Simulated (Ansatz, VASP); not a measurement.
Given: the input of a run of VASP 6.6.1 on Ca.

The input INCAR:

```
PREC = Accurate ; ENCUT = 520
EDIFF = 1E-6 ; ISMEAR = -1
SIGMA = 0.05 ; LREAL = False
LASPH = True ; NELM = 80
ALGO = Normal ; ISIF = 2
LWAVE = False ; LCHARG = False
GGA = PE ; NBANDS = 11
```

The input KPOINTS:

```
regular mesh
0
Gamma
  8 8 8
```

The input POSCAR:

```
Ca
1.0
   -2.2512000000      2.2512000000      2.2400000000
    2.2512000000     -2.2512000000      2.2400000000
    2.2288000000      2.2288000000     -2.2400000000
Ca
1
Direct
    0.0000000000      0.0000000000      0.0000000000
```

Potentials or basis: VASP PAW PBE potentials, release 64 (Ca_sv).

Launch:

```sh
$ cat potpaw_PBE.64/Ca_sv/POTCAR > POTCAR
$ mpirun -np 1 vasp_std > vasp.out
```

Set up the same calculation for Ansatz 0.2.0. Potentials there: Ansatz PAW.

As run (the cutoff follows the program's own potentials):

The input input.yaml:

```yaml
crystal:
  lattice:
    - [-2.2512, 2.2512, 2.24]
    - [2.2512, -2.2512, 2.24]
    - [2.2288, 2.2288, -2.24]
  atoms:
    - { symbol: Ca, position: [0.0, 0.0, 0.0] }
hamiltonian:
  xc: pbe
  pseudopotentials: { kind: paw }
kpoints:
  mp_grid: { grid: [8, 8, 8] }
scf:
  occupations: { method: fermi_dirac, width: 0.05 }
output:
  forces: true
  stress: true
  eigenvalues: true
```

Potentials or basis: Ansatz PAW.

Launch:

```bash
$ ansatz run input.yaml --threads 2 --pin off --max-ram 5632MiB --backend cpu --events-out ev --progress --plain --runs-dir out
```

Both were run:

|  | VASP | Ansatz | Ansatz less VASP |
| --- | --- | --- | --- |
| gap on the k mesh at the Fermi level (eV) | none | none | - |
| pressure (GPa) | -1.0 | -1.0 | -0.02 |
| largest component of the traceless stress (GPa) | 0.11 | 0.11 | 0.000 |

A gap of «none» marks a metal or a gap that the smearing closes. With one functional, cell and mesh, what is left measures potentials, basis and numerics.
